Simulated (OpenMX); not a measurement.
C under changes of volume

One of the cells (5.785 Å³/atom); the others are scaled copies at fixed shape and fractional positions:

```
C
1.0
     0.00000    1.79518    1.79518
     1.79518    0.00000    1.79518
     1.79518    1.79518    0.00000
C
2
Direct
  0.75000 0.75000 0.75000
  0.50000 0.50000 0.50000
```

This isn't the form of C at room conditions, which is graphite.

| Item | Value |
| --- | --- |
| Program | OpenMX 3.8.5 |
| Functional | PBE |
| Potentials or basis | OpenMX 2013 PBE set, C6.0-s2p2d1, fixed grid of 21 × 21 × 21 points |
| k mesh | 13 × 13 × 13 |
| Occupations | fermi-dirac, width 0.05 eV |
| Spin | no spin polarisation |

| volume (Å³/atom) | energy over the lowest point (meV/atom) | gap on the mesh (eV) |
| --- | --- | --- |
| 5.332 | 33.29 | 4.45 |
| 5.445 | ? | ? |
| 5.558 | 2.87 | 4.35 |
| 5.785 | 0.00 | 4.26 |
| 5.899 | 7.44 | 4.22 |
| 6.012 | 20.04 | 4.18 |

Q: What does the run at 5.445 Å³/atom give?

A: Energy over the lowest point 14.33 meV/atom; gap on the mesh 4.40 eV.

Worked out: A Birch-Murnaghan fit of order 3 (a polynomial in V^(-2/3)) to the other rows has its minimum at 5.70 Å³/atom with B0 = V·E''(V) = 436 GPa and B' = 3.8. It gives 14.31 meV/atom at 5.445 Å³/atom, against the run's 14.33. A straight line through the other rows of the gap, of slope -2.25 eV per unit of ln V, gives 4.40 eV, against the run's 4.40.

Energies are extrapolated to zero smearing.

Caveats: an odd mesh through Γ misses points on the zone boundary, where band edges often lie; the basis of atomic orbitals isn't converged, which shifts pressures, moduli and gaps.
